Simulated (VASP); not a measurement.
# Sn (I4/mmm) in VASP: single point with HSE06

Aim: the single point of Sn with HSE06.

Program: VASP 6.6.1. These are calculated values, not measurements. Logs are shortened: lines on timing, memory, paths and dates and some standing lists are left out, and cuts for length are marked.

### 1 The crystal as given

It takes space group I4/mmm (No. 139, tetragonal). Conventional cell: a = 3.511 Å, b = 3.511 Å, c = 4.283 Å, α = 90.00°, β = 90.00°, γ = 90.00°. Sn (site symmetry 4/mmm) is surrounded by 12 Sn at 3.28 to 3.51 Å.

This isn't the form of Sn at room conditions, which is tetragonal (white tin).

### 2 Single point, HSE06

The input, POSCAR:

```
Sn
1.0
   -1.7555100000      1.7552400000      2.1416400000
    1.7555100000     -1.7552400000      2.1416400000
    1.7555100000      1.7552400000     -2.1416400000
Sn
1
Direct
    0.0000000000      0.0000000000      0.0000000000
```

The input, INCAR.step1:

```
PREC     = Accurate       # precision mode
ENCUT    = 520            # plane-wave cutoff, eV
EDIFF    = 1E-5           # SCF threshold, eV
ISMEAR   = 0              # smearing method
SIGMA    = 0.1            # smearing width, eV
LREAL    = F              # projectors in reciprocal space
LASPH    = T              # aspherical terms in the spheres
NELM     = 60             # most SCF steps
ALGO     = Normal         # electronic algorithm
ISIF     = 2              # what is computed and relaxed
LWAVE    = T              # write WAVECAR
LCHARG   = F              # write CHGCAR
NBANDS   = 13             # bands
GGA      = PE             # functional
```

The input, INCAR.step2:

```
PREC     = Accurate       # precision mode
ENCUT    = 520            # plane-wave cutoff, eV
EDIFF    = 1E-6           # SCF threshold, eV
ISMEAR   = 0              # smearing method
SIGMA    = 0.1            # smearing width, eV
LREAL    = F              # projectors in reciprocal space
LASPH    = T              # aspherical terms in the spheres
NELM     = 60             # most SCF steps
ALGO     = Normal         # electronic algorithm
ISIF     = 2              # what is computed and relaxed
LWAVE    = F              # write WAVECAR
LCHARG   = F              # write CHGCAR
GGA      = PE             # functional
LHFCALC  = T              # exact exchange
HFSCREEN = 0.2            # screening, 1/A
PRECFOCK = Fast         
NBANDS   = 13             # bands
ISTART   = 1
```

The input, KPOINTS:

```
Automatic mesh
0
Gamma
  8 8 8
```

Potentials or basis: VASP PAW PBE potentials, release 64 (Sn_d).

Launch:

```
$ cat potpaw_PBE.64/Sn_d/POTCAR > POTCAR
$ cp INCAR.step1 INCAR
$ mpirun -np 1 vasp_std > vasp.out
$ cp INCAR.step2 INCAR
$ mpirun -np 1 vasp_std > vasp.out
```

OUTCAR:

```text
PREC = Accurate
   ENCUT = 520
   EDIFF = 1E-6
   ISMEAR = 0
   LREAL = F
   LASPH = T
   NELM = 60
   ISIF = 2
   GGA = PE
   LHFCALC = T
   HFSCREEN = 0.2
   PRECFOCK = Fast
   ISTART = 1

 ion  position               nearest neighbor table
   1  0.000  0.000  0.000-

  LATTYP: Found a body centered orthorhombic cell.
 ALAT       =     3.5104800000
 B/A-ratio  =     1.0001538251
 C/A-ratio  =     1.2201408354

  Lattice vectors:

 A1 = (   1.7555100000,  -1.7552400000,  -2.1416400000)
 A2 = (  -1.7555100000,   1.7552400000,  -2.1416400000)
 A3 = (   1.7555100000,   1.7552400000,   2.1416400000)

Analysis of symmetry for initial positions (statically):
=====================================================================
 Subroutine PRICEL returns:
 Original cell was already a primitive cell.

 Routine SETGRP: Setting up the symmetry group for a
 body centered orthorhombic supercell.

 Subroutine GETGRP returns: Found  8 space group operations
 (whereof  8 operations were pure point group operations)
 out of a pool of  8 trial point group operations.

The static configuration has the point symmetry D_2h.

Analysis of symmetry for dynamics (positions and initial velocities):
=====================================================================
 Subroutine PRICEL returns:
 Original cell was already a primitive cell.

 Routine SETGRP: Setting up the symmetry group for a
 body centered orthorhombic supercell.

 Subroutine GETGRP returns: Found  8 space group operations
 (whereof  8 operations were pure point group operations)
 out of a pool of  8 trial point group operations.

The dynamic configuration has the point symmetry D_2h.

 Subroutine INISYM returns: Found  8 space group operations
 (whereof  8 operations are pure point group operations),
 and found     1 'primitive' translations

----------------------------------------------------------------------------------------

                                     Primitive cell

  volume of cell :      26.3965

  direct lattice vectors                    reciprocal lattice vectors
    -1.755510000  1.755240000  2.141640000     0.000000000  0.284861330  0.233465942
     1.755510000 -1.755240000  2.141640000     0.284817517  0.000000000  0.233465942
     1.755510000  1.755240000 -2.141640000     0.284817517  0.284861330  0.000000000

  length of vectors
     3.278613229  3.278613229  3.278613229     0.368310091  0.368276207  0.402823777

  position of ions in fractional coordinates (direct lattice)
     0.000000000  0.000000000  0.000000000

  ion indices of the primitive-cell ions
   primitive index   ion index
                 1           1

----------------------------------------------------------------------------------------

 KPOINTS: Automatic mesh

Automatic generation of k-mesh.
 Grid dimensions read from file:
 generate k-points for:    8    8    8

 Generating k-lattice:

  Cartesian coordinates                     Fractional coordinates (reciprocal lattice)
     0.000000000  0.035607666  0.029183243     0.125000000  0.000000000 -0.000000000
     0.035602190  0.000000000  0.029183243     0.000000000  0.125000000 -0.000000000
     0.035602190  0.035607666  0.000000000     0.000000000  0.000000000  0.125000000

  Length of vectors
     0.046038761  0.046034526  0.050352972

  Shift w.r.t. Gamma in fractional coordinates (k-lattice)
     0.000000000  0.000000000  0.000000000

 Subroutine IBZKPT returns following result:
 ===========================================

 Found     95 irreducible k-points:

 Following reciprocal coordinates:
            Coordinates               Weight
  0.000000  0.000000  0.000000      1.000000
  0.125000  0.000000 -0.000000      4.000000
  0.250000  0.000000 -0.000000      4.000000
  0.375000 -0.000000  0.000000      4.000000
  0.500000  0.000000 -0.000000      2.000000
 -0.000000  0.125000  0.000000      4.000000
[... 16 lines left out ...]
  0.125000  0.375000  0.000000      8.000000
  0.250000  0.375000  0.000000      8.000000
 [... further k-points ...]
   k-points           NKPTS =     95   k-points in BZ     NKDIM =    512   number of bands    NBANDS=     13
   number of dos      NEDOS =    301   number of ions     NIONS =      1
   total plane-waves  NPLWV =  13824
   dimension x,y,z NGX =    24 NGY =   24 NGZ =   24
   dimension x,y,z NGXF=    48 NGYF=   48 NGZF=   48
   ions per type =               1
   NGX,Y,Z   is equivalent  to a cutoff of  12.17, 12.17, 12.17 a.u.
   NGXF,Y,Z  is equivalent  to a cutoff of  24.34, 24.34, 24.34 a.u.
 SYSTEM =  unknown system
   PREC   = accura    normal or accurate (medium, high low for compatibility)
   ISTART =      1    job   : 0-new  1-cont  2-samecut
   ICHARG =      0    charge: 1-file 2-atom 10-const
   ISPIN  =      1    spin polarized calculation?
   LNONCOLLINEAR =      F non collinear calculations
   LSORBIT =      F    spin-orbit coupling
   LASPH  =      T    aspherical Exc in radial PAW
   ENCUT  =  520.0 eV  38.22 Ry    6.18 a.u.   6.10  6.10  6.10*2*pi/ulx,y,z
   NELM   =     60;   NELMIN=  2; NELMDL=  0     # of ELM steps
   EDIFF  = 0.1E-05   stopping-criterion for ELM
   LREAL  =      F    real-space projection
   EDIFFG = 0.1E-04   stopping-criterion for IOM
   NSW    =      0    number of steps for IOM
   IBRION =     -1    ionic relax: 0-MD 1-quasi-New 2-CG
   NFREE  =      0    steps in history (QN), initial steepest desc. (CG)
   ISIF   =      2    stress and relaxation
   ISYM   =      3    0-nonsym 1-usesym 2-fastsym
   POTIM  = 0.5000    time-step for ionic-motion
   TEBEG  =    0.0;   TEEND  =   0.0 temperature during run
   PSTRESS=    0.0 pullay stress
   NELECT =      14.0000    total number of electrons
   NUPDOWN=      -1.0000    fix difference up-down
   EMIN   =  10.00;   EMAX   =-10.00  energy-range for DOS
   EFERMI =   0.00;   METHOD = LEGACY
   ISMEAR =     0;   SIGMA  =   0.10  broadening in eV -4-tet -1-fermi 0-gaus
   EFERMI_NEDOS =   21; number of points for ismear=-14 and -15
   IALGO  =     38    algorithm
   IMIX   =      1    mixing-type and parameters
     AMIX     =   0.40;   BMIX     =  1.00
     AMIX_MAG =   1.60;   BMIX_MAG =  1.00
  volume/ion in A,a.u.               =      26.40       178.13
  Fermi-wavevector in a.u.,A,eV,Ry     =   1.325161  2.504192 23.892545  1.756053
  Thomas-Fermi vector in A             =   2.454643
   LORBIT       =      0    0 simple, 1 ext, 2 COOP (PROOUT), +10 PAW based schemes
   GGA     = PE    functional components
   LHFCALC =     T    Hartree Fock is set to
   PRECFOCK=fast      Normal, Fast or Accurate (Low or Medium for compatibility)
   ENCUT4O =  -1.0   cutoff for four orbital integrals eV
   NKREDX  =     1    reduce k-point grid by
   NKREDY  =     1    reduce k-point grid by
   NKREDZ  =     1    reduce k-point grid by
   AEXX    =    0.2500 exact exchange contribution
   HFSCREEN=    0.2000 screening length (either q_TF or 0.3 A-1)
   HFSCREENC=   0.2000 screening length for correlation (either q_TF or 0.3 A-1)
   ENCUTFOCK=  -1.0 apply spherical cutoff to Coloumb kernel
   IVDW    =     0    specifies the selected vdW correction
   LEPSILON=     F    determine dielectric tensor
   LRPA    =     F    only Hartree local field effects (RPA)
 non-spin polarized calculation
 Gauss-broadening in eV      SIGMA  =   0.10
  energy-cutoff  :      520.00
  volume of cell :       26.40
 maximum number of plane-waves:       731
  NGX = 16; NGY = 16; NGZ = 16

 number of electron      14.0000011 magnetization

 Free energy of the ion-electron system (eV)
  ---------------------------------------------------
  ext. energy  EPLUGINS =         0.00000000
  ---------------------------------------------------
  free energy    TOTEN  =        -4.40404205 eV

  energy without entropy =       -4.40221539  energy(sigma->0) =       -4.40312872

 E-fermi :   8.4161     XC(G=0):  -8.6729

 val. band max:        8.4064874442   @ k =  -0.3750  -0.2500   0.2500
 cond. band min:       8.4459196226   @ k =  -0.3750  -0.3750   0.2500
 fundamental gap:      0.0394321784
 Fermi energy:         8.4161415284

 k-point     1 :       0.0000    0.0000    0.0000
  band No.  band energies     occupation
      1     -15.5236      2.00000
      2     -15.5235      2.00000
      3     -15.4685      2.00000
      4     -15.4359      2.00000
      5     -15.3597      2.00000
      6      -4.3382      2.00000
      7      17.1256      0.00000
      8      17.4626      0.00000
      9      17.4657      0.00000
     10      20.1362      0.00000
     11      21.2671      0.00000
     12      21.2709      0.00000
     13      21.8716      0.00000

 k-point     2 :       0.1250    0.0000   -0.0000
  band No.  band energies     occupation
      1     -15.5139      2.00000
      2     -15.5127      2.00000
      3     -15.4572      2.00000
      4     -15.4350      2.00000
      5     -15.3654      2.00000
      6      -3.9658      2.00000
      7      14.2111      0.00000
      8      16.5615      0.00000
      9      16.9431      0.00000
     10      19.3854      0.00000
     11      21.4620      0.00000
     12      21.7886      0.00000
     13      22.4162      0.00000

 k-point     3 :       0.2500    0.0000   -0.0000
  band No.  band energies     occupation
      1     -15.5172      2.00000
      2     -15.5004      2.00000
      3     -15.4325      2.00000
      4     -15.3988      2.00000
      5     -15.3707      2.00000
      6      -2.8436      2.00000
      7       9.7172      0.00000
      8      15.1896      0.00000
      9      16.3034      0.00000
     10      19.1588      0.00000
     11      19.9796      0.00000
     12      20.4531      0.00000
     13      23.9400      0.00000

 k-point     4 :       0.3750   -0.0000    0.0000
  band No.  band energies     occupation
      1     -15.5312      2.00000
      2     -15.5013      2.00000
      3     -15.4352      2.00000
      4     -15.3581      2.00000
      5     -15.3297      2.00000
      6      -0.9899      2.00000
      7       5.6290      2.00000
      8      14.2051      0.00000
      9      15.8023      0.00000
     10      18.7492      0.00000
     11      19.0113      0.00000
     12      20.2244      0.00000
     13      23.9141      0.00000

 k-point     5 :       0.5000    0.0000   -0.0000
  band No.  band energies     occupation
      1     -15.5376      2.00000
      2     -15.5051      2.00000
      3     -15.4381      2.00000
      4     -15.3483      2.00000
      5     -15.3003      2.00000
      6       0.8602      2.00000
      7       3.0001      2.00000
      8      13.8536      0.00000
      9      15.6208      0.00000
     10      18.4929      0.00000
     11      18.6891      0.00000
     12      20.4742      0.00000
     13      23.0418      0.00000
[... 257 lines left out ...]
 k-point    22 :      -0.0000    0.3750    0.0000
  band No.  band energies     occupation
      1     -15.5312      2.00000
      2     -15.5013      2.00000
      3     -15.4353      2.00000
      4     -15.3582      2.00000
      5     -15.3297      2.00000
      6      -0.9907      2.00000
      7       5.6275      2.00000
      8      14.2078      0.00000
      9      15.8052      0.00000
     10      18.7517      0.00000
     11      19.0143      0.00000
     12      20.2233      0.00000
     13      23.9134      0.00000

 k-point    23 :       0.1250    0.3750    0.0000
  band No.  band energies     occupation
      1     -15.5266      2.00000
      2     -15.4904      2.00000
      3     -15.4290      2.00000
      4     -15.3632      2.00000
      5     -15.3213      2.00000
      6       0.2070      2.00000
      7       4.5548      2.00000
      8      11.4474      0.00000
      9      14.7871      0.00000
     10      19.3467      0.00000
     11      20.0816      0.00000
     12      22.4472      0.00000
     13      23.8730      0.00000

 k-point    24 :       0.2500    0.3750    0.0000
  band No.  band energies     occupation
      1     -15.5310      2.00000
      2     -15.4468      2.00000
      3     -15.4026      2.00000
      4     -15.3837      2.00000
      5     -15.3418      2.00000
      6       1.8007      2.00000
      7       4.5502      2.00000
      8       7.8361      2.00000
      9      13.4722      0.00000
     10      17.9526      0.00000
     11      22.0527      0.00000
     12      24.8424      0.00000
     13      26.7551      0.00000

 [... further k-points ...]
[... 5 lines left out ...]
  --------------------------------------------------------------------------------------
  -------------------------------------------------------------------------------------
  Total        0.2022329      0.1993628      0.1194289     -0.0000000      0.0000000      0.0000000
  in kB       12.2748498     12.1006415      7.2489300     -0.0000000      0.0000000      0.0000000
  external PRESSURE =      10.5414737 kB  Pullay stress =       0.0000000 kB

 VOLUME and BASIS-vectors are now :
 -----------------------------------------------------------------------------
  energy-cutoff  :      520.00
  volume of cell :       26.40
      direct lattice vectors                 reciprocal lattice vectors
    -1.755510000  1.755240000  2.141640000     0.000000000  0.284861330  0.233465942
     1.755510000 -1.755240000  2.141640000     0.284817517  0.000000000  0.233465942
     1.755510000  1.755240000 -2.141640000     0.284817517  0.284861330  0.000000000

 POSITION                                       TOTAL-FORCE (eV/Angst)
 -----------------------------------------------------------------------------------
      0.00000      0.00000      0.00000         0.000000      0.000000     -0.000000
 -----------------------------------------------------------------------------------
    total drift:                               -0.000044     -0.000043      0.000056

  FREE ENERGIE OF THE ION-ELECTRON SYSTEM (eV)
  ---------------------------------------------------
  free  energy   TOTEN  =        -4.4040420528 eV

  energy  without entropy=       -4.4022153851  energy(sigma->0) =       -4.40312872
```

Run time: 1.7 h. Hardware: 1 thread of Intel Xeon Platinum 8559C (Emerald Rapids), shared host; peak memory 0.29 GiB.

Results:

```
Free energy            : -4.4040 eV
Pressure               : 1.1 GPa
Band gap on the k mesh : none (metal or under the smearing width)
```

Caveat: the PAW data sets were made with another functional, which shifts forces and pressure a little.
